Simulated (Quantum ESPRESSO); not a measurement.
**Ce in Quantum ESPRESSO: the effect of strain**

Crystal: Ce.

```
Ce
1.0
    -1.94330    1.94330    1.86557
     1.94330   -1.94330    1.86557
     1.94330    1.94330   -1.86557
Ce
1
Direct
  0.00000 0.00000 0.00000
```

This isn't the form of Ce at room conditions, which is fcc.

Alike in all runs:

```yaml
Program: Quantum ESPRESSO 7.5
Task: single point
Functional: PBEsol
Potentials_or_basis: SSSP 1.3 efficiency PBE
Cutoff: 748 eV
Density_cutoff: 5987 eV
k_mesh: 10 × 10 × 10
Occupations: fermi-dirac, width 0.05 eV
Spin: collinear spin, ferromagnetic start
Starting_moments: "[1.0] μB"
Kind_of_strain: uniaxial_z
Mixing_beta: 0.3
Most_SCF_iterations: 120
SCF_threshold: 2e-10 Ry
```

```tsv
strain	moment (μB)
-0.04	0.11
-0.02	0.45
-0.01	?
0	0.79
0.01	0.92
0.02	1.02
0.04	1.11
```

Task: What does the run with strain -0.01 give?

Result: Moment 0.63 μB.

Worked out: A parabola through the other rows of the moment, of slope 15.1 μB per unit of strain there, gives 0.65 μB, against the run's 0.63.

Caveats: the magnetic or orbital state may not be the lowest.
